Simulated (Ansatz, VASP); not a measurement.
**SnO2 in VASP and in Ansatz**

```
CELL_PARAMETERS angstrom
1.60092 0.92429 4.80059
-1.60092 0.92429 4.80059
0.00000 -1.84859 4.80059
ATOMIC_POSITIONS crystal
Sn 0.50000 0.50000 0.50000
O 0.76283 0.76283 0.76283
O 0.23717 0.23717 0.23717
```

Change from the starting cell: strain = -0.01.

Alike in both runs: task single point; functional PBE; k mesh 10 × 10 × 10; occupations fermi-dirac, width 0.05 eV; no spin polarisation.

|  | VASP | Ansatz |
| --- | --- | --- |
| version | VASP 6.6.1 | Ansatz 0.2.0 |
| potentials or method | VASP PAW PBE potentials, release 64 (Sn_d, O) | Ansatz PAW |
| plane-wave cutoff (eV) | 520 | 420 |
| valence electrons in the cell | 26 | 26 |

```tsv
	VASP	Ansatz	Ansatz less VASP
gap on the k mesh at the Fermi level (eV)	2.11	2.13	+0.024
least direct gap on the mesh (eV)	2.25	2.27	+0.019
pressure (GPa)	3.6	3.0	-0.57
largest component of the traceless stress (GPa)	2.52	2.15	-0.370
rms of the force components (eV/Å)	0.053	0.028	-0.0252
```

Atom by atom the forces differ by 0.025 eV/Å (rms over components).

Caveats: spin-orbit coupling is left out, which moves the levels of the heavy elements; the pressure holds a Pulay correction of +0.8 GPa for the finite cutoff (Ansatz). A k mesh can miss the band edges.
